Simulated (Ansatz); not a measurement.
# CdTe: the cell at several levels of theory

The task here is to estimate one member of a computed series from the others.

The runs shown are made with Ansatz 0.2.0. PAW datasets, plane waves, zero pressure. Values at 0 K without nuclear motion; spin polarisation is off, and the phase may be a hypothetical one.

## The system as given

Space group P6_3/mmc (No. 194), hexagonal; conventional cell a = 4.816 Å, c = 6.020 Å, 30.23 Å³ an atom. Cd has 5 Te at 2.78–3.01 Å; Te has 5 Cd at 2.78–3.01 Å.

Coordinates:

```
CELL_PARAMETERS angstrom
4.81613 0.00000 0.00000
-2.40807 4.17089 0.00000
0.00000 0.00000 6.01985
ATOMIC_POSITIONS crystal
Cd 0.33333 0.66667 0.25000
Cd 0.66667 0.33333 0.75000
Te 0.66667 0.33333 0.25000
Te 0.33333 0.66667 0.75000
```

Set-up of the first run:

File input.yaml:

```yaml
crystal:
  lattice:
    - [4.816132179, 0.0, 0.0]
    - [-2.4080660895, 4.170892815, 0.0]
    - [0.0, 0.0, 6.0198453]
  atoms:
    - { symbol: Cd, position: [0.3333333333, 0.6666666667, 0.25] }
    - { symbol: Cd, position: [0.6666666667, 0.3333333333, 0.75] }
    - { symbol: Te, position: [0.6666666667, 0.3333333333, 0.25] }
    - { symbol: Te, position: [0.3333333333, 0.6666666667, 0.75] }
kpoints:
  mp_grid: { grid: [6, 6, 4] }
hamiltonian:
  xc: pbe
scf:
  occupations: { method: fermi_dirac, width: 0.02 }
relax:
  f_tol: 0.005
  cell: {}
```

Steps of the session up to this table: Relaxation with PBE; Relaxing with r2SCAN; Relaxation with PBEsol; Relaxation with LDA; Relaxation with HSE06.

One table of the session follows, with a row left open; its other results are not shown here.

| level | a (Å) | c (Å) | volume (Å³/atom) |
| --- | --- | --- | --- |
| PBE | 4.940 | 6.620 | 34.972 |
| r2SCAN | 4.884 | 6.622 | 34.201 |
| PBEsol | 4.867 | 6.398 | 32.809 |
| LDA | ? | ? | ? |
| HSE06 | 4.861 | 6.754 | 34.545 |

Q: Estimate the row for LDA from the others.

As computed: a (Å): 4.812; c (Å): 6.305; volume (Å³/atom): 31.610. In the column «a (Å)» it is the lowest.

The volume runs from LDA (least) to PBE (most), a spread of 10.6 %, or 3.4 % in length if all axes shared it alike. The meshes differ: PBE 6×6×4, r2SCAN 6×6×4, PBEsol 6×6×4, LDA 6×6×4, HSE06 6×6×2.
